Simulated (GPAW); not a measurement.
Input of a GPAW 26.7.0 run:

run.py

```python
from ase import Atoms
from ase.eos import EquationOfState
from ase.io import Trajectory
from ase.units import GPa
from gpaw import GPAW, PW

atoms = Atoms(['Cu'],
              cell=[[0.0, 1.8075, 1.8075],
                    [1.8075, 0.0, 1.8075],
                    [1.8075, 1.8075, 0.0]],
              scaled_positions=[[0.0, 0.0, 0.0]],
              pbc=True)

traj = Trajectory('eos.traj', 'w')
volumes, energies = [], []
for x in [0.94, 0.96, 0.98, 1.0, 1.02, 1.04, 1.06]:
    a = atoms.copy()
    a.set_cell(atoms.cell * x**(1 / 3), scale_atoms=True)
    calc = GPAW(mode=PW(600),
                xc={'name': 'BEEF-vdW', 'backend': 'libvdwxc'},
                kpts={'size': (13, 13, 13), 'gamma': True},
                occupations={'name': 'fermi-dirac', 'width': 0.05},
                nbands=14,
                convergence={'density': 1e-05, 'energy': 1e-05},
                maxiter=150,
                txt=f'eos-{x:.2f}.txt')
    a.calc = calc
    energies.append(a.get_potential_energy(force_consistent=True))
    volumes.append(a.get_volume())
    calc.write(f'eos-{x:.2f}.gpw')
    traj.write(a)
    print(f'{x:.2f} {volumes[-1]:10.4f} A^3 {energies[-1]:14.6f} eV', flush=True)

v0, e0, B = EquationOfState(volumes, energies, eos='birchmurnaghan').fit()
print(f'V0 = {v0:.4f} A^3, E0 = {e0:.6f} eV, B0 = {B / GPa:.2f} GPa')
```

Potentials or basis: GPAW PAW data sets (gpaw-data 1.2.1), pw.

Command:

```console
$ OMP_NUM_THREADS=1 python run.py
```

(1) Estimate the equilibrium volume.

(2) Estimate the bulk modulus.

Results:

(1) 12.69 Å³/atom (rough: see the caveat).

(2) 111 GPa (rough).

Caveat: with this Cu data set, volumes or pressures lay over 1.5 % or 2 GPa off other programs in two to four cells of ten; the minimum lies outside the volumes run; the PAW data sets were made with another functional, which shifts forces and pressure a little.
